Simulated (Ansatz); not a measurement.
# MgO (Fm-3m), a vibration from a frozen displacement

All numbers below come from DFT PBE, scalar-relativistic, plane waves, PAW in Ansatz 0.2.0. Cutoff 420 eV, Γ-centred 10×10×10 k-points, Gaussian smearing of 0.05 eV. No spin polarisation. Energies are free energies at this smearing, counted from the undisturbed cell; pressure is positive in compression.

The starting cell (as given, not relaxed at this level; it stands at -1.7 GPa):

```
Mg O
1.0
     0.00000    2.13515    2.13515
     2.13515    0.00000    2.13515
     2.13515    2.13515    0.00000
Mg O
1 1
Direct
  0.00000 0.00000 0.00000
  0.50000 0.50000 0.50000
```

Every Mg atom is moved by x along the Cartesian unit vector (0.000, 1.000, 0.000); the cell and all other atoms stay fixed. The cell's volume is 19.47 Å³; the moved atoms weigh 24.305 u together and the others 15.999 u. Some rows repeat others by symmetry and weren't run.

| x (Å) | ΔE (meV/cell) | total force on the moved atoms along the move (eV/Å) | pressure (GPa) |
| --- | --- | --- | --- |
| -0.5000 | 1175.50 | 7.5549 | 27.9933 |
| -0.4375 | 776.22 | 5.3354 | 19.3334 |
| -0.3750 | 496.26 | 3.7086 | 12.7143 |
| -0.3125 | 303.40 | 2.5266 | 7.7193 |
| -0.2500 | 173.55 | 1.6757 | 4.0293 |
| -0.1875 | 88.93 | 1.0659 | 1.3982 |
| -0.1250 | 36.84 | 0.6234 | -0.3570 |
| -0.0625 | 8.81 | 0.2862 | -1.3621 |
| 0.0000 | 0.00 | 0.0000 | -1.6894 |
| 0.0625 | 8.81 | -0.2862 | -1.3621 |
| 0.1250 | 36.84 | -0.6234 | -0.3570 |
| 0.1875 | 88.93 | -1.0659 | 1.3982 |
| 0.2500 | 173.55 | -1.6757 | 4.0293 |
| 0.3125 | 303.40 | -2.5266 | 7.7193 |
| 0.3750 | 496.26 | -3.7086 | 12.7143 |
| 0.4375 | 776.22 | -5.3354 | 19.3334 |
| 0.5000 | 1175.50 | -7.5549 | 27.9933 |

Q: What frequency belongs to this motion?

A: The force constant is k = −dF/dx = 4.579 eV/Å², from the parabola through x = -0.0625, 0 and 0.0625. In every cell the moved atoms swing against the rest, so the mass is μ = m₁m₂/(m₁ + m₂) = 9.648 u, and ν̃ = 521.5 cm⁻¹ × √(|k|/μ) = 359 cm⁻¹, at this cell's pressure of -1.7 GPa. To first order in x, and within 1 %, the force on every atom lies along the move and, within each of the two groups, in proportion to the atom's mass, so this is itself a mode at the zone centre of this cell, taken without macroscopic field (the transverse frequency in a polar insulator).

Q: How far does the harmonic law reach?

A: At x = -0.500 Å, kx²/2 = 572.40 meV against the computed 1175.50 meV (+105.4 %): the well stiffens in this direction at large amplitude.

Q: The pressure changes with x². What does that say about the frequency under compression?

A: With E = k(V)x²/2, k ∝ V^(−2γ) and x scaling with the cell as V^(1/3), P − P0 = −∂E/∂V = (2γ − 2/3) ΔE/V. At x = 0.1250 Å, V(P − P0) = 19.47 × 1.33231 / 160.2 eV = 161.89 meV and ΔE = 36.84 meV, so γ = 1/3 + V(P − P0)/(2ΔE) = 2.53. This is the Grüneisen parameter of the motion under uniform scaling of the cell: shrinking the cell evenly by 1 % in volume raises the frequency by about 2.53 %.